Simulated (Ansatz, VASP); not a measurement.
# One calculation of TiTe2, two programs

```
Te Ti
1.0
     3.77700    0.00000    0.00000
    -1.88850    3.27098    0.00000
     0.00000    0.00000    6.49800
Te Ti
2 1
Direct
  0.33333 0.66667 0.73720
  0.66667 0.33333 0.26280
  0.00000 0.00000 0.00000
```

Alike in both runs: functional PBEsol; k mesh 5 × 5 × 3; occupations fermi-dirac, width 0.05 eV; no spin polarisation.

|  | VASP | Ansatz |
| --- | --- | --- |
| version | VASP 6.6.1 | Ansatz 0.2.0 |
| potentials or method | VASP PAW PBE potentials, release 64 (Te, Ti_sv) | Ansatz PAW |
| plane-wave cutoff (eV) | 520 | 420 |
| valence electrons in the cell | 24 | 44 |
| task | single point | band structure |

VASP gave:

```
gap on the k mesh at the Fermi level (eV)       : none
pressure (GPa)                                  : -2.2
largest component of the traceless stress (GPa) : 0.23
rms of the force components (eV/Å)              : 0.070
```

**Question.** Which values does Ansatz return?

**Answer.** gap on the k mesh at the Fermi level (eV): none; pressure (GPa): -2.3; largest component of the traceless stress (GPa): 0.23; rms of the force components (eV/Å): 0.079.

Atom by atom the forces differ by 0.008 eV/Å (rms over components). A gap of «none» marks a metal or a gap that the smearing closes. The functional is the same, so the differences come from potentials, cutoffs and numerics. The two sets of potentials don't hold the same shells in valence.

Caveats: the k mesh is coarse (spacing up to 0.38 Å⁻¹), so the values aren't converged; this functional lacks dispersion, which binds the layers, so the pressure and a relaxed spacing across them are unreliable; the PAW data sets were made with another functional, which shifts forces and pressure a little (VASP); spin-orbit coupling is left out, which moves the levels of the heavy elements (Ansatz); the PAW data sets come from PBE, with cores solved anew for the run's functional, which leaves a small shift of forces and pressure (Ansatz). Spin-orbit coupling is left out, which matters for the levels of Te.
